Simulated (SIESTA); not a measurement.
Crystal: Sb.

```
Sb
1.0
     2.15420    1.24373    3.75800
    -2.15420    1.24373    3.75800
     0.00000   -2.48746    3.75800
Sb
2
Direct
  0.76651 0.76651 0.76651
  0.23349 0.23349 0.23349
```

Base run:

```yaml
Program: SIESTA 5.4.2
Functional: PBEsol
Potentials_or_basis: PseudoDojo 0.4 standard (PBEsol files)
Basis: DZP (energy shift 0.003 Ry; two zetas on semicore shells)
Grid_cutoff: 500 Ry
Energy_shift: 0.003 Ry
k_mesh: 8 × 8 × 8
Occupations: fermi-dirac, width 0.05 eV
Spin: no spin polarisation
```

Its results: band gap on the k mesh none (metal or under the smearing width); pressure 0.9 GPa; largest force 0.325 eV/Å.

The run is repeated on the same cell with these changes: functional from PBEsol to PBE; potentials or basis from PseudoDojo 0.4 standard (PBEsol files) to PseudoDojo 0.4 standard (PBE files). What comes out?

Band gap on the k mesh none (metal or under the smearing width); pressure 3.6 GPa; largest force 0.380 eV/Å.

Caveats: the basis of atomic orbitals isn't converged, which shifts pressures, moduli and gaps; spin-orbit coupling is left out, which moves the levels of the heavy elements (some runs).
